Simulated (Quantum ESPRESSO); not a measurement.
## MgSi under changes of volume

One of the cells (17.355 Å³/atom); the others are scaled copies at fixed shape and fractional positions:

```xyz
2
Lattice="2.9084 0.0000 0.0000 0.0000 2.9084 0.0000 0.0000 0.0000 4.1034" Properties=species:S:1:pos:R:3 pbc="T T T"
Si    1.4542    1.4542    2.0517
Mg    0.0000    0.0000    0.0000
```

The cell comes from a database or a generator and needn't be the stable form of this composition.

- Program: Quantum ESPRESSO 7.5
- Functional: PBEsol
- Potentials or basis: GBRV 1.5 PBEsol
- Cutoff: 612 eV
- Density cutoff: 4898 eV
- k mesh: 9 × 9 × 7
- Occupations: fermi-dirac, width 0.05 eV
- Spin: no spin polarisation

```csv
volume (Å³/atom),energy over the lowest point (meV/atom),pressure (GPa)
16.314,4.98,2.6
16.661,0.88,1.1
17.008,0.00,-0.3
17.355,2.02,-1.6
17.702,?,?
18.049,13.65,-3.8
18.396,22.77,-4.7
```

Task: What does the run at 17.702 Å³/atom give?

Result: Energy over the lowest point 6.65 meV/atom; pressure -2.7 GPa.

Worked out: A Birch-Murnaghan fit of order 3 (a polynomial in V^(-2/3)) to the other rows has its minimum at 16.93 Å³/atom with B0 = V·E''(V) = 67 GPa and B' = 4.1 at fixed shape and positions, which overstates the stiffness. It gives 6.66 meV/atom at 17.702 Å³/atom, against the run's 6.65, and -dE/dV = -2.7 GPa, against -2.7.

Energies are extrapolated to zero smearing.
